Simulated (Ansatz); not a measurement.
The system is SiNi3.

```xyz
4
Lattice="3.5420 0.0000 0.0000 0.0000 3.5420 0.0000 0.0000 0.0000 3.5420" Properties=species:S:1:pos:R:3 pbc="T T T"
Ni    1.7710    1.7710    0.0000
Ni    1.7710    0.0000    1.7710
Ni    0.0000    1.7710    1.7710
Si    0.0000    0.0000    0.0000
```

Base run:

| Item | Value |
| --- | --- |
| Program | Ansatz 0.2.0 |
| Functional | r2SCAN |
| Potentials or basis | Ansatz PAW |
| Cutoff | 500 eV |
| Density cutoff | 2000 eV |
| k mesh | 8 × 8 × 8 |
| Occupations | fermi-dirac, width 0.05 eV |
| Spin | collinear spin, ferromagnetic start |
| Starting moments | [1.0, 1.0, 1.0, 0.0] μB |

Its results: band gap on the k mesh none (metal or under the smearing width); pressure -13.6 GPa; net moment 0.17 μB per cell.

Problem. The run is repeated on the same cell with these changes: functional from r2SCAN to RPBE; cutoff from 500 eV to 420 eV; density cutoff from 2000 eV to 1680 eV. What comes out?

Solution. Band gap on the k mesh none (metal or under the smearing width); pressure -1.4 GPa; net moment 0.00 μB per cell.

Caveats: the PAW data sets come from PBE, with cores solved anew for the run's functional, which leaves a small shift of forces and pressure; the magnetic or orbital state may not be the lowest (some runs); the potentials were made for another functional, which shifts forces and pressure (some runs).

Not every run made on this cell is shown here.
